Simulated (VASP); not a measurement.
# W (Im-3m) in VASP: a series of runs

One crystal, W, is run at these levels: PBE+D3(BJ), PBE+D4, PBE+rVV10; tasks: relaxation of cell and atoms.

Program: VASP 6.6.1. These are calculated values, not measurements. Logs are shortened: lines on timing, memory, paths and dates and some standing lists are left out, and cuts for length are marked.

### 1 The crystal as given

It takes space group Im-3m (No. 229, cubic). Conventional cell: a = 3.165 Å, b = 3.165 Å, c = 3.165 Å, α = 90.00°, β = 90.00°, γ = 90.00°. W (site symmetry m-3m) is surrounded by 8 W at 2.74 Å.

### 2 Relaxation of cell and atoms, PBE+D3(BJ)

INCAR

```
ALGO = Normal
EDIFF = 1E-7
EDIFFG = -0.02
ENCUT = 600
GGA = PE
IBRION = 2
ISIF = 3
ISMEAR = -1
IVDW = 12
LASPH = T
LCHARG = F
LREAL = F
LWAVE = F
NELM = 100
NSW = 40
PREC = Accurate
SIGMA = 0.05
```

KPOINTS

```
k-points
0
Gamma
  12 12 12
```

POSCAR

```
W
1.0
   -1.5823450000      1.5823450000      1.5823450000
    1.5823450000     -1.5823450000      1.5823450000
    1.5823450000      1.5823450000     -1.5823450000
W
1
Direct
    0.0000000000      0.0000000000      0.0000000000
```

Potentials or basis: VASP PAW PBE potentials, release 64 (W_sv).

Run with:

```sh
cat potpaw_PBE.64/W_sv/POTCAR > POTCAR
mpirun -np 1 vasp_std > vasp.out
```

OUTCAR:

```text
EDIFF = 1E-7
   EDIFFG = -0.02
   ENCUT = 600
   GGA = PE
   IBRION = 2
   ISIF = 3
   ISMEAR = -1
   IVDW = 12
   LASPH = T
   LREAL = F
   NELM = 100
   NSW = 40
   PREC = Accurate
 IVDW          = 12

 ion  position               nearest neighbor table
   1  0.000  0.000  0.000-

  LATTYP: Found a body centered cubic cell.
 ALAT       =     3.1646900000

  Lattice vectors:

 A1 = (  -1.5823450000,   1.5823450000,   1.5823450000)
 A2 = (   1.5823450000,  -1.5823450000,   1.5823450000)
 A3 = (   1.5823450000,   1.5823450000,  -1.5823450000)

Analysis of symmetry for initial positions (statically):
=====================================================================
 Subroutine PRICEL returns:
 Original cell was already a primitive cell.

 Routine SETGRP: Setting up the symmetry group for a
 body centered cubic supercell.

 Subroutine GETGRP returns: Found 48 space group operations
 (whereof 48 operations were pure point group operations)
 out of a pool of 48 trial point group operations.

The static configuration has the point symmetry O_h .

Analysis of symmetry for dynamics (positions and initial velocities):
=====================================================================
 Subroutine PRICEL returns:
 Original cell was already a primitive cell.

 Routine SETGRP: Setting up the symmetry group for a
 body centered cubic supercell.

 Subroutine GETGRP returns: Found 48 space group operations
 (whereof 48 operations were pure point group operations)
 out of a pool of 48 trial point group operations.

The dynamic configuration has the point symmetry O_h .

 Subroutine INISYM returns: Found 48 space group operations
 (whereof 48 operations are pure point group operations),
 and found     1 'primitive' translations

----------------------------------------------------------------------------------------

                                     Primitive cell

  volume of cell :      15.8476

  direct lattice vectors                    reciprocal lattice vectors
    -1.582345000  1.582345000  1.582345000     0.000000000  0.315986716  0.315986716
     1.582345000 -1.582345000  1.582345000     0.315986716  0.000000000  0.315986716
     1.582345000  1.582345000 -1.582345000     0.315986716  0.315986716  0.000000000

  length of vectors
     2.740701935  2.740701935  2.740701935     0.446872699  0.446872699  0.446872699

  position of ions in fractional coordinates (direct lattice)
     0.000000000  0.000000000  0.000000000

  ion indices of the primitive-cell ions
   primitive index   ion index
                 1           1

----------------------------------------------------------------------------------------

 KPOINTS: k-points

Automatic generation of k-mesh.
 Grid dimensions read from file:
 generate k-points for:   12   12   12

 Generating k-lattice:

  Cartesian coordinates                     Fractional coordinates (reciprocal lattice)
     0.000000000  0.026332226  0.026332226     0.083333333  0.000000000  0.000000000
     0.026332226  0.000000000  0.026332226     0.000000000  0.083333333  0.000000000
     0.026332226  0.026332226  0.000000000     0.000000000  0.000000000  0.083333333

  Length of vectors
     0.037239392  0.037239392  0.037239392

  Shift w.r.t. Gamma in fractional coordinates (k-lattice)
     0.000000000  0.000000000  0.000000000

 Subroutine IBZKPT returns following result:
 ===========================================

 Found     72 irreducible k-points:

 Following reciprocal coordinates:
            Coordinates               Weight
  0.000000  0.000000  0.000000      1.000000
  0.083333  0.000000  0.000000     12.000000
  0.166667  0.000000  0.000000     12.000000
  0.250000  0.000000  0.000000     12.000000
  0.333333  0.000000  0.000000     12.000000
  0.416667  0.000000  0.000000     12.000000
[... 16 lines left out ...]
  0.333333  0.083333  0.083333     24.000000
  0.416667  0.083333  0.083333     12.000000
 [... further k-points ...]
   k-points           NKPTS =     72   k-points in BZ     NKDIM =     72   number of bands    NBANDS=     11
   number of dos      NEDOS =    301   number of ions     NIONS =      1
   total plane-waves  NPLWV =  13824
   dimension x,y,z NGX =    24 NGY =   24 NGZ =   24
   dimension x,y,z NGXF=    48 NGYF=   48 NGZF=   48
   ions per type =               1
   NGX,Y,Z   is equivalent  to a cutoff of  14.56, 14.56, 14.56 a.u.
   NGXF,Y,Z  is equivalent  to a cutoff of  29.12, 29.12, 29.12 a.u.
 SYSTEM =  unknown system
   PREC   = accura    normal or accurate (medium, high low for compatibility)
   ISTART =      0    job   : 0-new  1-cont  2-samecut
   ICHARG =      2    charge: 1-file 2-atom 10-const
   ISPIN  =      1    spin polarized calculation?
   LNONCOLLINEAR =      F non collinear calculations
   LSORBIT =      F    spin-orbit coupling
   LASPH  =      T    aspherical Exc in radial PAW
   ENCUT  =  600.0 eV  44.10 Ry    6.64 a.u.   5.47  5.47  5.47*2*pi/ulx,y,z
   NELM   =    100;   NELMIN=  2; NELMDL= -5     # of ELM steps
   EDIFF  = 0.1E-06   stopping-criterion for ELM
   LREAL  =      F    real-space projection
   EDIFFG = -.2E-01   stopping-criterion for IOM
   NSW    =     40    number of steps for IOM
   IBRION =      2    ionic relax: 0-MD 1-quasi-New 2-CG
   NFREE  =      1    steps in history (QN), initial steepest desc. (CG)
   ISIF   =      3    stress and relaxation
   ISYM   =      2    0-nonsym 1-usesym 2-fastsym
   POTIM  = 0.5000    time-step for ionic-motion
   TEBEG  =    0.0;   TEEND  =   0.0 temperature during run
   PSTRESS=    0.0 pullay stress
   NELECT =      14.0000    total number of electrons
   NUPDOWN=      -1.0000    fix difference up-down
   EMIN   =  10.00;   EMAX   =-10.00  energy-range for DOS
   EFERMI =   0.00;   METHOD = LEGACY
   ISMEAR =    -1;   SIGMA  =   0.05  broadening in eV -4-tet -1-fermi 0-gaus
   EFERMI_NEDOS =   21; number of points for ismear=-14 and -15
   IALGO  =     38    algorithm
   IMIX   =      4    mixing-type and parameters
     AMIX     =   0.40;   BMIX     =  1.00
     AMIX_MAG =   1.60;   BMIX_MAG =  1.00
  volume/ion in A,a.u.               =      15.85       106.94
  Fermi-wavevector in a.u.,A,eV,Ry     =   1.570832  2.968442 33.572544  2.467512
  Thomas-Fermi vector in A             =   2.672506
   LORBIT       =      0    0 simple, 1 ext, 2 COOP (PROOUT), +10 PAW based schemes
   GGA     = PE    functional components
   LHFCALC =     F    Hartree Fock is set to
   AEXX    =    0.0000 exact exchange contribution
   IVDW    =    12    specifies the selected vdW correction
   LEPSILON=     F    determine dielectric tensor
   LRPA    =     F    only Hartree local field effects (RPA)
 conjugate gradient relaxation of ions
 non-spin polarized calculation
  energy-cutoff  :      600.00
  volume of cell :       15.85
 maximum number of plane-waves:       543
 NGX is ok and might be reduce to    24
   NGX = 11   NGY = 11   NGZ = 11

--------------------------------------- Ionic step        1  -------------------------------------------

 number of electron      14.0000002 magnetization

 Free energy of the ion-electron system (eV)
  ---------------------------------------------------
  ext. energy  EPLUGINS =         0.00000000
  ---------------------------------------------------
  free energy    TOTEN  =       -12.95096369 eV

  energy without entropy =      -12.94615950  energy(sigma->0) =      -12.94856160

------------------------ aborting loop because EDIFF is reached ----------------------------------------

 Edisp (eV)   -0.69548

 E8    (eV) :    -0.3566

  FORCE on cell =-STRESS in cart. coord.  units (eV):
  Direction    XX          YY          ZZ          XY          YZ          ZX
  --------------------------------------------------------------------------------------
  -------------------------------------------------------------------------------------
  Total      -0.07642    -0.07642    -0.07642     0.00000     0.00000    -0.00000
  in kB      -7.72603    -7.72603    -7.72603     0.00000     0.00000    -0.00000
  external pressure =       -7.73 kB  Pullay stress =        0.00 kB

 VOLUME and BASIS-vectors are now :
 -----------------------------------------------------------------------------
  energy-cutoff  :      600.00
  volume of cell :       15.85
      direct lattice vectors                 reciprocal lattice vectors
    -1.582345000  1.582345000  1.582345000     0.000000000  0.315986716  0.315986716
     1.582345000 -1.582345000  1.582345000     0.315986716  0.000000000  0.315986716
     1.582345000  1.582345000 -1.582345000     0.315986716  0.315986716  0.000000000
[... 40 lines left out ...]
 POSITION                                       TOTAL-FORCE (eV/Angst)
 -----------------------------------------------------------------------------------
      1.57651      1.57651     -1.57651        -0.000000     -0.000000      0.000000
 -----------------------------------------------------------------------------------
    total drift:                                0.000000      0.000000     -0.000000

  FREE ENERGIE OF THE ION-ELECTRON SYSTEM (eV)
  ---------------------------------------------------
  free  energy   TOTEN  =       -13.6453805783 eV

  energy  without entropy=      -13.6404078663  energy(sigma->0) =      -13.64289422

--------------------------------------- Ionic step        3  -------------------------------------------

 number of electron      14.0000001 magnetization

 Free energy of the ion-electron system (eV)
  ---------------------------------------------------
  ext. energy  EPLUGINS =         0.00000000
  ---------------------------------------------------
  free energy    TOTEN  =       -12.94927136 eV

  energy without entropy =      -12.94442571  energy(sigma->0) =      -12.94684854

 E-fermi :  11.3960     XC(G=0): -13.6568

 val. band max:       11.3586780781   @ k =  -0.2500   0.3333   0.1667
 cond. band min:      11.4093940554   @ k =  -0.1667   0.1667   0.0833
 fundamental gap:      0.0507159773
 Fermi energy:        11.3959693195

 k-point     1 :       0.0000    0.0000    0.0000
  band No.  band energies     occupation
      1     -62.7001      2.00000
      2     -26.2575      2.00000
      3     -26.2575      2.00000
      4     -26.2575      2.00000
      5       1.8313      2.00000
      6      10.2487      2.00000
      7      10.2487      2.00000
      8      10.2487      2.00000
      9      13.7502      0.00000
     10      13.7502      0.00000
     11      26.0070      0.00000

 k-point     2 :       0.0833    0.0000    0.0000
  band No.  band energies     occupation
      1     -62.6911      2.00000
      2     -26.3515      2.00000
      3     -26.2868      2.00000
      4     -26.2579      2.00000
      5       2.1659      2.00000
      6      10.0467      2.00000
      7      10.1958      2.00000
      8      10.5738      2.00000
      9      13.4462      0.00000
     10      13.7533      0.00000
     11      26.2851      0.00000
[... 295 lines left out ...]
 k-point    24 :       0.4167    0.0833    0.0833
  band No.  band energies     occupation
      1     -62.5619      2.00000
      2     -27.4712      2.00000
      3     -26.7396      2.00000
      4     -26.3522      2.00000
      5       5.8561      2.00000
      6       7.8602      2.00000
      7      11.2131      1.94972
      8      13.8944      0.00000
      9      14.6690      0.00000
     10      18.9356      0.00000
     11      21.4531      0.00000

 [... further k-points ...]

------------------------ aborting loop because EDIFF is reached ----------------------------------------

 Edisp (eV)   -0.69727

 E8    (eV) :    -0.3575

  FORCE on cell =-STRESS in cart. coord.  units (eV):
  Direction    XX          YY          ZZ          XY          YZ          ZX
  --------------------------------------------------------------------------------------
  -------------------------------------------------------------------------------------
  Total       0.00075     0.00075     0.00075     0.00000     0.00000    -0.00000
  in kB       0.07632     0.07632     0.07632     0.00000     0.00000    -0.00000
  external pressure =        0.08 kB  Pullay stress =        0.00 kB

 VOLUME and BASIS-vectors are now :
 -----------------------------------------------------------------------------
  energy-cutoff  :      600.00
  volume of cell :       15.81
      direct lattice vectors                 reciprocal lattice vectors
    -1.581034243  1.581034243  1.581034243     0.000000000  0.316248685  0.316248685
     1.581034243 -1.581034243  1.581034243     0.316248685  0.000000000  0.316248685
     1.581034243  1.581034243 -1.581034243     0.316248685  0.316248685  0.000000000

 POSITION                                       TOTAL-FORCE (eV/Angst)
 -----------------------------------------------------------------------------------
      0.00000     -0.00000      0.00000         0.000000     -0.000000     -0.000000
 -----------------------------------------------------------------------------------
    total drift:                                0.000000      0.000000     -0.000000

  FREE ENERGIE OF THE ION-ELECTRON SYSTEM (eV)
  ---------------------------------------------------
  free  energy   TOTEN  =       -13.6465390354 eV

  energy  without entropy=      -13.6416933836  energy(sigma->0) =      -13.64411621

 reached required accuracy - stopping structural energy minimisation
```

Run time: 12 s. Hardware: 1 thread of Intel Xeon 6975P-C (Granite Rapids), shared host; peak memory 0.16 GiB.

Results:

```yaml
Free_energy: -13.6465 eV
Relaxed_volume: 15.81 Å³/atom
Relaxed_cell: a = 2.738 Å, b = 2.738 Å, c = 2.738 Å, α = 109.47°, β = 109.47°, γ = 109.47°
Space_group_after_relaxing_to_0.05_Å: Im-3m (No. 229)
Energy_gained_by_relaxing: 0.1 meV/atom
Ionic_steps: 3
Pressure_after_relaxing: 0.0 GPa
Band_gap_on_the_k_mesh: none (metal or under the smearing width)
Dispersion_energy_per_atom: -0.697 eV
```

Final structure:
```
CELL_PARAMETERS angstrom
-1.58103 1.58103 1.58103
1.58103 -1.58103 1.58103
1.58103 1.58103 -1.58103
ATOMIC_POSITIONS crystal
W 0.00000 0.00000 0.00000
```

Caveat: pairwise dispersion overbinds metals, which lowers pressure and volume. Spin-orbit coupling is left out, which matters for the levels of W.

### 3 Relaxation of cell and atoms, PBE+D4

INCAR

```
SYSTEM = W
ALGO = Normal
EDIFF = 1E-7
EDIFFG = -0.01
ENCUT = 600
GGA = PE
IBRION = 2
ISIF = 3
ISMEAR = -1
IVDW = 13
LASPH = .True.
LCHARG = .False.
LREAL = .False.
LWAVE = .False.
NELM = 100
NSW = 60
PREC = Accurate
SIGMA = 0.05
```

KPOINTS

```
k-points
0
Gamma
  12 12 12
  0 0 0
```

POSCAR is that of step 2.

Potentials or basis: VASP PAW PBE potentials, release 64 (W_sv).

Run with:

```sh
cat potpaw_PBE.64/W_sv/POTCAR > POTCAR
mpirun -np 1 vasp_std > vasp.out
```

It took 12 s on 1 thread of Intel Xeon 6975P-C (Granite Rapids), shared host; peak memory 0.15 GiB.

The run converged. Its results:

- Free energy: -13.6731 eV
- Relaxed volume: 15.83 Å³/atom
- Relaxed cell: a = 2.740 Å, b = 2.740 Å, c = 2.740 Å, α = 109.47°, β = 109.47°, γ = 109.47°
- Space group after relaxing (to 0.05 Å): Im-3m (No. 229)
- Energy gained by relaxing: 0.0 meV/atom
- Ionic steps: 3
- Pressure after relaxing: -0.1 GPa
- Band gap on the k mesh: none (metal or under the smearing width)
- Dispersion energy per atom: -0.723 eV

Final structure:
```yaml
crystal:
  lattice:
    - [-1.58187, 1.58187, 1.58187]
    - [1.58187, -1.58187, 1.58187]
    - [1.58187, 1.58187, -1.58187]
  atoms:
    - { symbol: W, position: [0.00000, 0.00000, 0.00000] }
```

Levels at points of the mesh, in eV from the Fermi level:
| k point | band 4 | band 5 | band 6 | band 7 | band 8 | band 9 | band 10 | band 11 |
| --- | --- | --- | --- | --- | --- | --- | --- | --- |
| (0.00, 0.00, 0.00) | -37.66 | -9.55 | -1.14 | -1.14 | -1.14 | 2.35 | 2.35 | 14.61 |
| (0.50, 0.00, 0.00) | -37.66 | -6.20 | -3.49 | 0.77 | 2.25 | 3.23 | 6.25 | 11.19 |
| (0.50, 0.50, 0.50) | -38.56 | -5.76 | -5.76 | 5.26 | 5.26 | 5.26 | 8.34 | 8.34 |

Caveat: pairwise dispersion overbinds metals, which lowers pressure and volume. Spin-orbit coupling is left out, which matters for the levels of W.

### 4 Relaxation of cell and atoms, PBE+rVV10

INCAR

```
  ALGO = Fast
  BPARAM = 10.0
  CPARAM = 0.0093
  EDIFF = 1E-7
  EDIFFG = -0.02
  ENCUT = 600
  GGA = PE
  IBRION = 2
  ISIF = 3
  ISMEAR = -1
  IVDW_NL = 2
  LASPH = True
  LCHARG = False
  LREAL = False
  LUSE_VDW = True
  LWAVE = False
  NELM = 60
  NSW = 40
  PREC = Accurate
  SIGMA = 0.05
```

KPOINTS

```
k-points
0
Gamma
  12 12 12
```

POSCAR is that of step 3.

Run with:

```sh
cat potpaw_PBE.64/W_sv/POTCAR > POTCAR
mpirun -np 1 vasp_std > vasp.out
```

Wall time 50 s (1 thread of Intel Xeon 6975P-C (Granite Rapids), shared host); peak memory 0.22 GiB.

Results (log left out):

| Item | Value |
| --- | --- |
| Free energy | -12.6806 eV |
| Relaxed volume | 16.08 Å³/atom |
| Relaxed cell | a = 2.754 Å, b = 2.754 Å, c = 2.754 Å, α = 109.47°, β = 109.47°, γ = 109.47° |
| Space group after relaxing (to 0.05 Å) | Im-3m (No. 229) |
| Energy gained by relaxing | 3.1 meV/atom |
| Ionic steps | 3 |
| Pressure after relaxing | -0.1 GPa |
| Band gap on the k mesh | none (metal or under the smearing width) |

The path:
```tsv
step	energy change (eV)	largest force (eV/Å)	pressure (GPa)	volume (Å³)
1	0.0000	0.0000	4.50	15.85
2	0.0341	0.0000	-13.94	16.89
3	-0.0031	0.0000	-0.07	16.08
```

Final structure:
```yaml
crystal:
  lattice:
    - [-1.58993, 1.58993, 1.58993]
    - [1.58993, -1.58993, 1.58993]
    - [1.58993, 1.58993, -1.58993]
  atoms:
    - { symbol: W, position: [0.00000, 0.00000, 0.00000] }
```

Levels at points of the mesh, in eV from the Fermi level:
| k point | band 4 | band 5 | band 6 | band 7 | band 8 | band 9 | band 10 | band 11 |
| --- | --- | --- | --- | --- | --- | --- | --- | --- |
| (0.00, 0.00, 0.00) | -37.67 | -9.47 | -1.10 | -1.10 | -1.10 | 2.33 | 2.33 | 14.57 |
| (0.50, 0.00, 0.00) | -37.67 | -6.09 | -3.40 | 0.72 | 2.22 | 3.18 | 6.14 | 11.53 |
| (0.50, 0.50, 0.50) | -38.53 | -5.63 | -5.63 | 5.18 | 5.18 | 5.18 | 8.22 | 8.22 |

Caveat: pairwise dispersion overbinds metals, which lowers pressure and volume.

### 5 The reference run

An earlier run on the cell as given: functional PBE; potentials or basis VASP PAW PBE potentials, release 64 (W_sv); cutoff 520 eV; k mesh 12 × 12 × 12; occupations fermi-dirac, width 0.05 eV; no spin polarisation.

* Pressure: 6.4 GPa
* Band gap on the k mesh: none (metal or under the smearing width)

### 6 Summary

```tsv
task	level	cell	cutoff (eV)	gap on the mesh (eV)	pressure (GPa)	relaxed volume (Å³/atom)
relaxation of cell and atoms	PBE+D3(BJ)	relaxed	600	none	0.0	15.81
relaxation of cell and atoms	PBE+D4	relaxed	600	none	-0.1	15.83
relaxation of cell and atoms	PBE+rVV10	relaxed	600	none	-0.1	16.08
single point	PBE	as given	520	none	6.4	-
```

Alike in all rows: potentials or basis VASP PAW PBE potentials, release 64 (W_sv); no spin polarisation; k mesh 12 × 12 × 12; smearing fermi-dirac 0.05 eV.

Caveats: pairwise dispersion overbinds metals, which lowers pressure and volume (some runs).

Total energies depend on the potentials used, so only differences within one code and one set of settings carry meaning.
